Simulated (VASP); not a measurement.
**P: single point with PBEsol**

Crystal: P.

```
P
1.0
     1.72573    0.99635    3.17663
    -1.72573    0.99635    3.17663
     0.00000   -1.99270    3.17663
P
2
Cartesian
  0.0000 0.0000 2.1640
  0.0000 0.0000 7.3658
```

The cell isn't the ideal one: strain +0.000 along x and y, +0.015 along z, atoms carried along.

* Program: VASP 6.6.1
* Task: single point
* Functional: PBEsol
* Potentials or basis: VASP PAW PBE potentials, release 64 (P)
* Cutoff: 520 eV
* k mesh: 18 × 18 × 18
* Occupations: gaussian, width 0.15 eV
* Spin: no spin polarisation
* Dipole correction: no
* Further INCAR settings: ALGO = Fast; EDIFF = 1e-07; NBANDS = 12

- Pressure: -2.7 GPa
- Largest force: 0.169 eV/Å
- Band gap on the k mesh: none (metal or under the smearing width)

Forces on the atoms (eV/Å):
```
P    0.000  0.000  0.169
P    0.000  0.000 -0.169
```

Stress tensor (GPa, compression positive):
```
-2.20  0.00  0.00
 0.00 -2.20  0.00
 0.00  0.00 -3.73
```

Levels at points of the mesh, in eV from the Fermi level:
| k point | band 1 | band 2 | band 3 | band 4 | band 5 | band 6 | band 7 | band 8 | band 9 | band 10 |
| --- | --- | --- | --- | --- | --- | --- | --- | --- | --- | --- |
| (0.00, 0.00, 0.00) | -16.39 | -3.77 | -3.24 | -2.78 | -2.78 | 1.33 | 2.62 | 2.62 | 5.85 | 5.85 |
| (0.50, 0.00, 0.00) | -12.97 | -11.80 | -3.79 | -3.43 | -0.68 | -0.27 | 0.04 | 0.62 | 8.47 | 9.53 |
| (0.50, 0.50, 0.00) | -12.74 | -10.01 | -6.75 | -5.36 | -5.28 | 0.08 | 5.98 | 7.38 | 8.10 | 9.01 |
| (0.50, 0.50, 0.50) | -14.55 | -10.84 | -2.69 | -2.69 | -0.01 | -0.01 | 0.19 | 2.36 | 8.48 | 9.37 |

Wall time 84 s on 1 thread of Intel(R) Xeon(R) 6975P-C (Granite Rapids), on a shared host, peak memory 0.28 GiB.

Caveat: the PAW data sets were made with another functional, which shifts forces and pressure a little.
